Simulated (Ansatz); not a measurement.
Relaxed (111) slab cut from SnSe (space group Fm-3m (No. 225)); the slab's formula is SnSe, its outer planes Sn (top) and Se (bottom):

```xyz
8
Lattice="4.2041 0.0000 0.0000 -2.1021 3.6409 0.0000 0.0000 0.0000 27.0142" Properties=species:S:1:pos:R:3 pbc="T T T"
Se    0.0000    2.4272    7.4703
Sn    2.1021    1.2136    8.8313
Se    0.0000    0.0000   11.0106
Sn    0.0000    2.4272   12.4338
Se    2.1021    1.2136   14.5822
Sn    0.0000    0.0000   16.0126
Se    0.0000    2.4272   18.1450
Sn    2.1021    1.2136   19.5712
```

These are results of DFT PBEsol, scalar-relativistic, plane waves, PAW (Ansatz), not measurements. Plane waves to 420 eV, a k mesh through Γ of 9×9×1 on the computed 8-atom cell and Gaussian smearing (0.05 eV); no spin polarisation. A dipole correction removes the field between periodic images along c.

The potential is the smooth part; its values at the atoms depend on the PAW datasets.

Task: How does the plane-averaged electrostatic potential energy of an electron run along c, counted from the Fermi level?

Result: z (Å), V (eV) and a bar:
```
     2.53       5.52 ##############################
     2.81       5.52 ##############################
     3.10       5.52 ##############################
     3.38       5.52 ##############################
     3.66       5.52 ##############################
     3.94       5.52 ##############################
     4.22       5.52 ##############################
     4.50       5.52 ##############################
     4.78       5.51 ##############################
     5.07       5.49 ##############################
     5.35       5.46 ##############################
     5.63       5.37 ##############################
     5.91       5.18 #############################
     6.19       4.73 ############################
     6.47       3.66 #########################
     6.75       1.32 ##################
     7.03      -0.43 ##############
     7.32      -1.38 ###########
     7.60      -2.29 ########
     7.88      -3.69 ####
     8.16      -4.51 ##
     8.44      -2.47 ########
     8.72      -0.46 #############
     9.00      -0.34 ##############
     9.29      -1.27 ###########
     9.57      -0.74 #############
     9.85       1.01 #################
    10.13       0.92 #################
    10.41      -0.67 #############
    10.69      -1.55 ##########
    10.97      -2.15 #########
    11.26      -2.93 #######
    11.54      -4.22 ###
    11.82      -4.23 ###
    12.10      -2.17 #########
    12.38      -0.64 #############
    12.66      -0.95 ############
    12.94      -1.78 ##########
    13.23      -0.87 ############
    13.51       0.69 #################
    13.79      -0.03 ###############
    14.07      -1.42 ###########
    14.35      -2.09 #########
    14.63      -2.68 #######
    14.91      -3.55 #####
    15.20      -4.79 #
    15.48      -3.98 ####
    15.76      -1.90 #########
    16.04      -0.84 ############
    16.32      -1.56 ##########
    16.60      -2.06 #########
    16.88      -0.70 #############
    17.17       0.32 ################
    17.45      -0.99 ############
    17.73      -2.09 #########
    18.01      -2.69 #######
    18.29      -3.35 #####
    18.57      -4.45 ##
    18.85      -5.30
    19.14      -3.69 ####
    19.42      -1.75 ##########
    19.70      -1.35 ###########
    19.98      -2.25 ########
    20.26      -1.90 #########
    20.54       0.33 ################
    20.82       2.00 ####################
    21.10       2.81 ######################
    21.39       3.22 ########################
    21.67       3.43 ########################
    21.95       3.53 ########################
    22.23       3.59 #########################
    22.51       3.61 #########################
    22.79       3.63 #########################
    23.07       3.64 #########################
    23.36       3.64 #########################
    23.64       3.64 #########################
    23.92       3.64 #########################
    24.20       3.64 #########################
    24.48       3.64 #########################
```

The vacuum level lies 3.64 eV (top face) and 5.52 eV (bottom face) above the Fermi level.

The reference crystal is the rock-salt form of SnSe, which isn't its usual structure.

Cost: 1 run of about 2 core-minutes, on Intel Xeon 6975P-C (Granite Rapids) (shared hosts).